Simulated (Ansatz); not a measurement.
A computed series for LaAlO3: pressure series

Consider LaAlO$_{3}$ in the cubic perovskite structure (space group Pm-3m, No. 221; a = 3.812 Å).

Cell and atoms are relaxed at each pressure.

The values are results of PBE (Ansatz, an electronic-structure program; PAW; 420 eV plane waves; no spin-orbit coupling), earlier PAW set, not measurements.

Two rows of this table had their results exchanged by mistake.

```json
[
 {"pressure": "pressure −2 GPa", "volume per atom (Å³)": "10.71", "shortest distance (Å)": "1.885", "band gap": "3.56 eV"},
 {"pressure": "pressure −1 GPa", "volume per atom (Å³)": "11.14", "shortest distance (Å)": "1.909", "band gap": "3.49 eV"},
 {"pressure": "pressure 3 GPa", "volume per atom (Å³)": "10.91", "shortest distance (Å)": "1.896", "band gap": "3.53 eV"},
 {"pressure": "pressure 7 GPa", "volume per atom (Å³)": "11.20", "shortest distance (Å)": "1.913", "band gap": "3.48 eV"},
 {"pressure": "pressure 15 GPa", "volume per atom (Å³)": "10.36", "shortest distance (Å)": "1.864", "band gap": "3.63 eV"},
 {"pressure": "pressure 30 GPa", "volume per atom (Å³)": "9.82", "shortest distance (Å)": "1.831", "band gap": "3.70 eV"},
 {"pressure": "pressure 75 GPa", "volume per atom (Å³)": "8.74", "shortest distance (Å)": "1.761", "band gap": "3.70 eV"},
 {"pressure": "pressure 100 GPa", "volume per atom (Å³)": "8.33", "shortest distance (Å)": "1.733", "band gap": "3.68 eV"}
]
```

Question: Which two?

Answer: The rows for pressure −2 GPa and pressure 7 GPa: the volume has to fall steadily with pressure, so 11.20 Å³ belongs to pressure −2 GPa and 10.71 Å³ to pressure 7 GPa.

Load acts through the strain it causes; cell and atoms are relaxed under it. Stability against distortions was not tested. No other phases were tried under pressure. Many cubic perovskites are stable only at high temperature; tilts and polar distortions were not tested.
